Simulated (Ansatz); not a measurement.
# AlGa3N4: random displacements

The task, for AlGa3N4: see what random moves of the atoms cost.

Method: DFT r2SCAN, scalar-relativistic, plane waves, PAW, in Ansatz 0.2.0.

1 further run of the same task is left out (set aside as unsound or not needed). Runs told in other sessions of the task aren't counted.

## Step 1: The starting structure

It takes space group P-43m (No. 215, cubic). The conventional cell has a = 4.465 Å, b = 4.465 Å, c = 4.465 Å, α = 90.00°, β = 90.00°, γ = 90.00°. Around Al (site symmetry -43m) lie 4 N at 1.89 Å. Ga (site symmetry -42m) has 4 N at 1.95 Å in its first shell of neighbours. N (site symmetry 3m) has 1 Al at 1.89 Å and 3 Ga at 1.95 Å in its first shell of neighbours.

Structure file:

```
Al Ga N
1.0
     4.46534    0.00000    0.00000
     0.00000    4.46534    0.00000
     0.00000    0.00000    4.46534
Al Ga N
1 3 4
Direct
  0.00000 0.00000 0.00000
  0.50000 0.50000 0.00000
  0.50000 0.00000 0.50000
  0.00000 0.50000 0.50000
  0.75535 0.75535 0.24465
  0.75535 0.24465 0.75535
  0.24465 0.75535 0.75535
  0.24465 0.24465 0.24465
```

It goes back to an entry of the Materials Project, which need not be the stable form.

It is the result of an earlier relaxation at this level (volume 11.13 Å³/atom; gap on the mesh: 2.82 eV).

## Step 2: The reference cell

Reference values: F = -13457.5507 eV; pressure 0.01 GPa; largest force 0.001 eV/Å; gap on the mesh 2.82 eV. It was computed beforehand with the settings of the runs below.

## Step 3: Next: random displacements

All atoms are moved at random with no net shift, in some cells together with a random strain.

## Step 4: At rms move = 0.194 Å

The input, input.yaml:

```yaml
crystal:
  lattice:
    - [4.4736736793, -0.0379203511, 0.1011856784]
    - [-0.0379203511, 4.4663677737, -0.0353034902]
    - [0.1011856784, -0.0353034902, 4.4607011533]
  atoms:
    - { symbol: Al, position: [-0.0192706667, 0.0301490456, 0.0270089403] }
    - { symbol: Ga, position: [0.4656265614, 0.5039679745, -0.0105189802] }
    - { symbol: Ga, position: [0.5043699684, 0.0282863936, 0.5385808832] }
    - { symbol: Ga, position: [0.0217812482, 0.5241435967, 0.475910986] }
    - { symbol: "N", position: [0.7759953517, 0.7448938003, 0.2372094017] }
    - { symbol: "N", position: [0.7233596808, 0.2280135041, 0.7407492637] }
    - { symbol: "N", position: [0.2548588013, 0.733793305, 0.7131845795] }
    - { symbol: "N", position: [0.273279055, 0.2067523802, 0.2778749258] }
basis:
  ecutwfc: 500
kpoints:
  mp_grid: { grid: [6, 6, 6] }
hamiltonian:
  xc: r2scan
scf:
  occupations: { method: gaussian, width: 0.05 }
output:
  forces: true
  stress: true
  eigenvalues: true
```

Run with:

```sh
$ ansatz run input.yaml --threads 2 --pin off --max-ram 5120MiB --backend cpu --events-out ev --progress --plain --runs-dir out
```

## Step 5: Point rms move = 0.273 Å

The input, input.yaml:

```yaml
crystal:
  lattice:
    - [4.6446879692, 0.0333162236, 0.0549928317]
    - [0.0333162236, 4.4588346753, -0.0804806261]
    - [0.0549928317, -0.0804806261, 4.4501049395]
  atoms:
    - { symbol: Al, position: [-0.0166605799, 0.0057641486, -0.0244491797] }
    - { symbol: Ga, position: [0.5110468025, 0.472854774, 0.053240856] }
    - { symbol: Ga, position: [0.501119354, -0.0325948272, 0.5199500301] }
    - { symbol: Ga, position: [0.036970619, 0.4454395299, 0.5317678945] }
    - { symbol: "N", position: [0.7735241151, 0.7851079048, 0.1765879032] }
    - { symbol: "N", position: [0.7502009904, 0.2795423892, 0.7467976798] }
    - { symbol: "N", position: [0.2118590426, 0.7908386675, 0.6871235857] }
    - { symbol: "N", position: [0.2319396563, 0.2530474132, 0.3089812304] }
basis:
  ecutwfc: 500
kpoints:
  mp_grid: { grid: [6, 6, 6] }
hamiltonian:
  xc: r2scan
scf:
  occupations: { method: gaussian, width: 0.05 }
output:
  forces: true
  stress: true
  eigenvalues: true
```

## Step 6: rms move = 0.252 Å

The input, input.yaml:

```yaml
crystal:
  lattice:
    - [4.4399977663, -0.0177194149, -0.0206635046]
    - [-0.0177194149, 4.4145756239, 0.0175558102]
    - [-0.0206635046, 0.0175558102, 4.5062239253]
  atoms:
    - { symbol: Al, position: [0.0234660773, 0.010380202, 0.0483332414] }
    - { symbol: Ga, position: [0.5063600664, 0.5096041515, 0.0052964975] }
    - { symbol: Ga, position: [0.4607064348, -0.0097908989, 0.5111135697] }
    - { symbol: Ga, position: [0.0540141278, 0.5036355443, 0.5605693433] }
    - { symbol: "N", position: [0.7434712992, 0.7522965053, 0.2250625266] }
    - { symbol: "N", position: [0.7756606236, 0.2937527143, 0.6728451677] }
    - { symbol: "N", position: [0.2148977915, 0.7125205417, 0.7394840423] }
    - { symbol: "N", position: [0.2214235794, 0.2276012398, 0.2372956114] }
basis:
  ecutwfc: 500
kpoints:
  mp_grid: { grid: [6, 6, 6] }
hamiltonian:
  xc: r2scan
scf:
  occupations: { method: gaussian, width: 0.05 }
output:
  forces: true
  stress: true
  eigenvalues: true
```

## Step 7: rms move = 0.502 Å

The input, input.yaml:

```yaml
crystal:
  lattice:
    - [3.9351187487, -0.0371683063, 0.1301245895]
    - [-0.0371683063, 4.1546788794, 0.0864658479]
    - [0.1301245895, 0.0864658479, 4.2412600107]
  atoms:
    - { symbol: Al, position: [0.0279020263, 0.0636035352, 0.0145542614] }
    - { symbol: Ga, position: [0.5296853585, 0.5980759088, 0.0673935407] }
    - { symbol: Ga, position: [0.4942075393, 0.065199263, 0.464193539] }
    - { symbol: Ga, position: [-0.0676773956, 0.3894077564, 0.4307732868] }
    - { symbol: "N", position: [0.7835058799, 0.7693372084, 0.1847746891] }
    - { symbol: "N", position: [0.7240310133, 0.1654673516, 0.6500725484] }
    - { symbol: "N", position: [0.3190691356, 0.7147370821, 0.8117183909] }
    - { symbol: "N", position: [0.1892764428, 0.2341718946, 0.3765197437] }
basis:
  ecutwfc: 500
kpoints:
  mp_grid: { grid: [6, 6, 6] }
hamiltonian:
  xc: r2scan
scf:
  occupations: { method: gaussian, width: 0.05 }
output:
  forces: true
  stress: true
  eigenvalues: true
```

(Steps that only read results are left out.)

What does the calculation give?

**Answer**, as computed:

| quantity | value |
| --- | --- |
| costliest cell | 5839.1 meV/atom at an rms move of 0.502 Å |

**Reading.** The cost runs from 416.7 to 5839.1 meV/atom. Energy over the square of the rms move lies between 9.0 and 23.2 eV/Å² per atom; a harmonic solid under isotropic random moves would keep it roughly constant, while strain and close contacts change it. The gap on the mesh stays between 0.28 and 2.82 eV. Where forces pass 15 eV/Å atoms stand far too close, the PAW spheres overlap strongly and those numbers are rough.
